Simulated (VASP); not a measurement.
Input of a VASP 6.6.1 run:

File POSCAR:

```
Ge
1.0
    0.0000000000      2.8289100000      2.8289100000
    2.8289100000      0.0000000000      2.8289100000
    2.8289100000      2.8289100000      0.0000000000
Ge
2
Direct
    0.7500000000      0.7500000000      0.7500000000
    0.5000000000      0.5000000000      0.5000000000
```

The input INCAR.step1:

```
SYSTEM = Ge
PREC = Accurate
ENCUT = 520
EDIFF = 1E-7
ISMEAR = -1
SIGMA = 0.05
LREAL = .FALSE.
LASPH = .TRUE.
NELM = 80
ALGO = Fast
ISIF = 2
LWAVE = .FALSE.
LCHARG = .TRUE.
GGA = RP
NBANDS = 21
```

KPOINTS.step1

```
Automatic mesh
0
G
  8 8 8
  0 0 0
```

The input INCAR.step2:

```
SYSTEM = Ge
PREC = Accurate
ENCUT = 520
EDIFF = 1E-7
ISMEAR = 0
SIGMA = 0.05
LREAL = .FALSE.
LASPH = .TRUE.
NELM = 80
ALGO = Fast
ISIF = 2
LWAVE = .FALSE.
LCHARG = .FALSE.
GGA = RP
NBANDS = 21
ICHARG = 11
```

File KPOINTS.step2:

```
path GXWKGLUWLK,UX
20
line-mode
reciprocal
 0.0000000000  0.0000000000  0.0000000000  G
 0.5000000000  0.0000000000  0.5000000000  X

 0.5000000000  0.0000000000  0.5000000000  X
 0.5000000000  0.2500000000  0.7500000000  W

 0.5000000000  0.2500000000  0.7500000000  W
 0.3750000000  0.3750000000  0.7500000000  K

 0.3750000000  0.3750000000  0.7500000000  K
 0.0000000000  0.0000000000  0.0000000000  G

 0.0000000000  0.0000000000  0.0000000000  G
 0.5000000000  0.5000000000  0.5000000000  L

 0.5000000000  0.5000000000  0.5000000000  L
 0.6250000000  0.2500000000  0.6250000000  U

 0.6250000000  0.2500000000  0.6250000000  U
 0.5000000000  0.2500000000  0.7500000000  W

 0.5000000000  0.2500000000  0.7500000000  W
 0.5000000000  0.5000000000  0.5000000000  L

 0.5000000000  0.5000000000  0.5000000000  L
 0.3750000000  0.3750000000  0.7500000000  K

 0.6250000000  0.2500000000  0.6250000000  U
 0.5000000000  0.0000000000  0.5000000000  X
```

Potentials or basis: VASP PAW PBE potentials, release 64 (Ge_d).

Run with:

```bash
$ cat potpaw_PBE.64/Ge_d/POTCAR > POTCAR
$ cp INCAR.step1 INCAR
$ cp KPOINTS.step1 KPOINTS
$ mpirun -np 1 vasp_std > vasp.out
$ cp INCAR.step2 INCAR
$ cp KPOINTS.step2 KPOINTS
$ mpirun -np 1 vasp_std > vasp.out
```

Q: Estimate the band gap along the path.

A: 0.16 eV, direct.

Q: Predict the band gap on the k mesh.

A: 0.15 eV, direct.

Levels at the corners of the path, in eV from the valence-band top:
| point | band 10 | band 11 | band 12 | band 13 | band 14 | band 15 | band 16 | band 17 | band 18 | band 19 |
| --- | --- | --- | --- | --- | --- | --- | --- | --- | --- | --- |
| Γ | -24.57 | -12.73 | 0.00 | 0.00 | 0.00 | 0.16 | 2.57 | 2.57 | 2.57 | 6.64 |
| X | -24.53 | -8.85 | -8.85 | -3.07 | -3.07 | 0.84 | 0.84 | 9.58 | 9.58 | 11.74 |
| X | -24.53 | -8.85 | -8.85 | -3.07 | -3.07 | 0.84 | 0.84 | 9.58 | 9.58 | 11.74 |
| W | -24.52 | -8.75 | -8.75 | -3.88 | -3.88 | 4.38 | 4.38 | 4.79 | 4.79 | 11.10 |
| W | -24.52 | -8.75 | -8.75 | -3.88 | -3.88 | 4.38 | 4.38 | 4.79 | 4.79 | 11.10 |
| K | -24.52 | -9.32 | -8.26 | -4.30 | -2.63 | 1.24 | 4.15 | 7.30 | 7.42 | 8.28 |
| K | -24.52 | -9.32 | -8.26 | -4.30 | -2.63 | 1.24 | 4.15 | 7.30 | 7.42 | 8.28 |
| Γ | -24.57 | -12.73 | 0.00 | 0.00 | 0.00 | 0.16 | 2.57 | 2.57 | 2.57 | 6.64 |
| Γ | -24.57 | -12.73 | 0.00 | 0.00 | 0.00 | 0.16 | 2.57 | 2.57 | 2.57 | 6.64 |
| L | -24.55 | -10.65 | -7.56 | -1.40 | -1.40 | 0.28 | 3.78 | 3.78 | 7.29 | 10.74 |
| L | -24.55 | -10.65 | -7.56 | -1.40 | -1.40 | 0.28 | 3.78 | 3.78 | 7.29 | 10.73 |
| U | -24.52 | -9.32 | -8.26 | -4.30 | -2.63 | 1.24 | 4.15 | 7.30 | 7.42 | 8.28 |
| U | -24.52 | -9.32 | -8.26 | -4.30 | -2.63 | 1.24 | 4.15 | 7.30 | 7.42 | 8.28 |
| W | -24.52 | -8.75 | -8.75 | -3.88 | -3.88 | 4.38 | 4.38 | 4.79 | 4.79 | 11.10 |
| W | -24.52 | -8.75 | -8.75 | -3.88 | -3.88 | 4.38 | 4.38 | 4.79 | 4.79 | 11.10 |
| L | -24.55 | -10.65 | -7.56 | -1.40 | -1.40 | 0.28 | 3.78 | 3.78 | 7.29 | 10.73 |
| L | -24.55 | -10.65 | -7.56 | -1.40 | -1.40 | 0.28 | 3.78 | 3.78 | 7.29 | 10.74 |
| K | -24.52 | -9.32 | -8.26 | -4.30 | -2.63 | 1.24 | 4.15 | 7.30 | 7.42 | 8.28 |
| U | -24.52 | -9.32 | -8.26 | -4.30 | -2.63 | 1.24 | 4.15 | 7.30 | 7.42 | 8.28 |
| X | -24.53 | -8.85 | -8.85 | -3.07 | -3.07 | 0.84 | 0.84 | 9.58 | 9.58 | 11.74 |

Caveat: the log is that of the step along the path at fixed density, whose energy, stress, charges and moments have no meaning.

**What was measured.**

“Temperature-dependent photoluminescence in Ge: experiment and theory”, 2020, arxiv:2003.00143 reports, for a bulk crystal of Ge at 0 K: band gap 0.744 eV (indirect).

Against the measured gap of Ge, 0.744 eV (indirect; 0 K; “Temperature-dependent photoluminescence in Ge: experiment and theory”, 2020, arxiv:2003.00143), the calculated 0.16 eV is off by -0.59 eV. 3 values of this kind are on record (0.666 to 0.807 eV); this one was drawn at random among those near their median. Spin-orbit coupling on Ge is left out. The value is that of RPBE, without temperature or zero-point motion. Semilocal functionals fall short of measured gaps as a rule.
